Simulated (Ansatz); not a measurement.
**Tl: course of a relaxation**

The calculation used Ansatz, DFT PBE+D3(BJ), scalar-relativistic, plane waves, PAW. Settings: 420 eV cutoff, 15×15×8 k-mesh, Gaussian smearing of 0.10 eV, no spin polarisation.

What was changed: relaxed at 50 GPa.

Spin–orbit coupling is left out, which can shift energies with elements as heavy as these.

Other phases may be more stable at this pressure.

Command:

```bash
ansatz run input.yaml --threads 1 --pin off --max-ram 1331MiB --backend cpu --events-out ev --progress --plain --runs-dir out
```

Input:

```yaml
crystal:
  lattice:
    - [3.0321436666, 0.0, 0.0]
    - [-1.5160718333, 2.6259134432, 0.0]
    - [0.0, 0.0, 4.9690317765]
  atoms:
    - { symbol: Tl, position: [0.3333333333, 0.6666666667, 0.25] }
    - { symbol: Tl, position: [0.6666666667, 0.3333333333, 0.75] }
basis:
  ecutwfc: 420
kpoints:
  mp_grid: { grid: [15, 15, 8] }
hamiltonian:
  xc: pbe
  dispersion: d3bj
scf:
  occupations: { method: gaussian, width: 0.1 }
output:
  forces: true
  stress: true
  eigenvalues: true
relax:
  adjacent_minimum: "off"
  f_tol: 0.008
  max_steps: 50
  cell: { stress_tol: 0.08, p_target: 50.0 }
```

F is the free energy. Steps run on the plane waves of an earlier cell, but the last one, and at times one on the way, on a freshly chosen basis, so a repeated geometry can differ a little in energy. The relaxation lowers the enthalpy F + PV at the target pressure, so F itself can rise.

At step 2 F + PV rises: a step can overshoot before the optimiser corrects it.

Steps:

```tsv
step	F − F(1) (eV)	largest force component (eV/Å)	V (Å³/atom)	P (GPa)
1	0.0000	0.000	19.782	38.97
2	1.9465	0.000	17.048	80.35
3	0.4389	0.000	18.971	48.25
4	0.5280	0.000	18.826	50.13
5	0.5217	0.000	18.836	50.00
6	0.5226	0.000	18.836	50.00
```

Relaxed structure:

```yaml
crystal:
  lattice:
    - [2.98127, 0.00000, 0.00000]
    - [-1.49064, 2.58186, 0.00000]
    - [0.00000, 0.00000, 4.89426]
  atoms:
    - { symbol: Tl, position: [0.33333, 0.66667, 0.25000] }
    - { symbol: Tl, position: [0.66667, 0.33333, 0.75000] }
```

It takes space group P6_3/mmc (No. 194, hexagonal). The conventional cell has a = 2.981 Å, b = 2.981 Å, c = 4.894 Å, α = 90.00°, β = 90.00°, γ = 120.00°. Tl (site symmetry -6m2) is surrounded by 12 Tl at 2.98 to 2.99 Å.

The run converged. The run took of the order of 50 core-seconds.